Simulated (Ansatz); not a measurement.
**Strain response of Sn**

The calculation used Ansatz, DFT PBE, scalar-relativistic, plane waves, PAW. Run with 420 eV cutoff, 10×10×6 k-mesh, Gaussian smearing of 0.10 eV, no spin polarisation.

Reference structure (relaxed):

```
CELL_PARAMETERS angstrom
3.32911 3.32911 0.00000
-3.32911 3.32911 0.00000
0.00000 0.00000 6.65821
ATOMIC_POSITIONS crystal
Sn 0.00000 0.00000 0.50000
Sn 0.00000 0.50000 0.25000
Sn 0.50000 0.50000 0.00000
Sn 0.50000 0.00000 0.75000
```

Deformation: biaxial strain in the a-b plane, with the length and tilt of c and the atoms relaxed, all within the symmetry that the strain leaves. Energies are extrapolated to zero smearing.

```
strain (%)  ΔE (meV/atom) a (Å) b (Å) c (Å)
      -3.0           12.2  4.567  4.567  6.839
      -2.0            5.2  4.614  4.614  6.776
      -1.0            1.2  4.661  4.661  6.713
      +0.0            0.0  4.708  4.708  6.658
      +1.0            1.4  4.755  4.755  6.586
      +2.0            5.3  4.802  4.802  6.522
      +3.0           11.2  4.849  4.849  6.456
```

(1) What stiffness (1/V) d²E/dε² at zero strain does a cubic fit over all points give?

(2) How does the free axis c answer a small strain?

Results:

(1) A cubic fit gives (1/V) d²E/dε² = 113 GPa at zero strain (twice the biaxial modulus).

(2) Between the innermost points its strain is -0.95 times the applied one.